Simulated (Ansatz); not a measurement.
# SnO under changes of volume

One of the cells (17.769 Å³/atom); the others are scaled copies at fixed shape and fractional positions:

```
Sn O
1.0
     3.81370    0.00000    0.00000
     0.00000    3.81370    0.00000
     0.00000    0.00000    4.88691
Sn O
2 2
Direct
  0.50000 0.00000 0.76463
  0.00000 0.50000 0.23537
  0.00000 0.00000 0.00000
  0.50000 0.50000 0.00000
```

The cell is a database's computed one.

| Property | Result |
| --- | --- |
| Program | Ansatz 0.2.0 |
| Functional | PBEsol |
| Potentials or basis | all-electron LAPW, scalar-relativistic |
| Cutoff | 344 eV (chosen from the basis error) |
| Basis error allowed | 0.001 eV/atom |
| k mesh | 7 × 7 × 6 |
| Occupations | fermi-dirac, width 0.05 eV |
| Spin | no spin polarisation |

```csv
volume (Å³/atom),energy over the lowest point (meV/atom),pressure (GPa),gap on the mesh (eV),largest force (eV/Å)
16.703,17.01,6.0,0.13,1.003
17.058,6.41,3.6,0.21,0.666
17.414,?,?,?,?
17.769,0.00,-0.6,0.36,0.071
18.125,3.21,-2.3,0.42,0.193
18.480,10.12,-3.9,0.49,0.439
18.835,20.33,-5.3,0.55,0.667
```

Task: What does the run at 17.414 Å³/atom give?

Result: Energy over the lowest point 0.91 meV/atom; pressure 1.4 GPa; gap on the mesh 0.28 eV; largest force 0.356 eV/Å.

Worked out: A Birch-Murnaghan fit of order 3 (a polynomial in V^(-2/3)) to the other rows has its minimum at 17.67 Å³/atom with B0 = V·E''(V) = 95 GPa and B' = 4.4 at fixed shape and positions, which overstates the stiffness. It gives 0.90 meV/atom at 17.414 Å³/atom, against the run's 0.91, and -dE/dV = 1.4 GPa, against 1.4. A straight line through the other rows of the gap, of slope 3.5 eV per unit of ln V, gives 0.28 eV, against the run's 0.28.

Energies are extrapolated to zero smearing.

Caveats: spin-orbit coupling is left out, which moves the levels of the heavy elements; an odd mesh through Γ misses points on the zone boundary, where band edges often lie; forces of over 1 eV/Å show positions far from the minimum, so gaps and moduli don't describe the material at rest (some runs).

The runs don't all hold the same shells in valence.
